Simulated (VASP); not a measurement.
The system is Te.

```xyz
1
Lattice="-1.9592 1.9592 1.9592 1.9592 -1.9592 1.9592 1.9592 1.9592 -1.9592" Properties=species:S:1:pos:R:3 pbc="T T T"
Te    0.0000    0.0000    0.0000
```

The cell was built by a generator and needn't be a form met in nature.

```yaml
Program: VASP 6.6.1
Task: relaxation of cell and atoms
Functional: PBE
Potentials_or_basis: VASP PAW PBE potentials, release 64 (Te)
Cutoff: 600 eV
k_mesh: 14 × 14 × 14
Occupations: methfessel-paxton, width 0.1 eV
Spin: no spin polarisation
```

At the start: pressure -2.5 GPa; volume 30.08 Å³/atom.

How do energy, volume and symmetry change on relaxing?

Over 3 steps the energy falls by 12.9 meV/atom and the volume is 28.53 Å³/atom (-5.1 %); space group Im-3m (No. 229, to 0.05 Å).

Step by step:
| step | energy change (eV) | largest force (eV/Å) | pressure (GPa) | volume (Å³) |
| --- | --- | --- | --- | --- |
| 1 | 0.0000 | 0.0000 | -2.54 | 30.08 |
| 2 | -0.0115 | 0.0000 | 0.98 | 28.05 |
| 3 | -0.0129 | 0.0000 | 0.00 | 28.53 |

Final structure:
```cif
data_structure
_symmetry_space_group_name_H-M 'P 1'
_symmetry_Int_Tables_number 1
_cell_length_a 3.3341
_cell_length_b 3.3341
_cell_length_c 3.3341
_cell_angle_alpha 109.471
_cell_angle_beta 109.471
_cell_angle_gamma 109.471
_cell_volume 28.53
loop_
_atom_site_label
_atom_site_type_symbol
_atom_site_fract_x
_atom_site_fract_y
_atom_site_fract_z
_atom_site_occupancy
Te1 Te 0.00000 0.00000 0.00000 1
```
